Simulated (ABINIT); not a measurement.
CoO:

```
CELL_PARAMETERS angstrom
-1.50800 1.50800 2.10725
1.50800 -1.50800 2.10725
1.50800 1.50800 -2.10725
ATOMIC_POSITIONS crystal
Co 0.00000 0.00000 0.00000
O 0.50000 0.50000 0.00000
```

Base run:

```yaml
Program: ABINIT 10.8.3 (patched build)
Functional: revPBE
Potentials_or_basis: JTH PAW PBE v2.0
Cutoff: 844 eV
k_mesh: 10 × 10 × 10
Occupations: fermi-dirac, width 0.05 eV
Spin: collinear spin, ferromagnetic start
Starting_moments: "[2.0, 0.0] μB"
```

Its results: band gap on the k mesh none (metal or under the smearing width); pressure 3.5 GPa; net moment 2.93 μB per cell; site moments Co +2.58; O +0.28 μB.

**Question.** The run is repeated on the same cell with these changes: functional from revPBE to PW91. What comes out?

**Answer.** Band gap on the k mesh none (metal or under the smearing width); pressure -1.7 GPa; net moment 2.88 μB per cell; site moments Co +2.54; O +0.27 μB.

PW91 binds more tightly than revPBE, so the same cell stands under less pressure.

Caveats: the PAW data sets were made with another functional, which shifts forces and pressure a little; a cell with one magnetic atom can't hold antiferromagnetic order, which such compounds often take; semilocal functionals often make such compounds metallic where correlation or magnetic order opens a gap, which also shifts bond lengths.
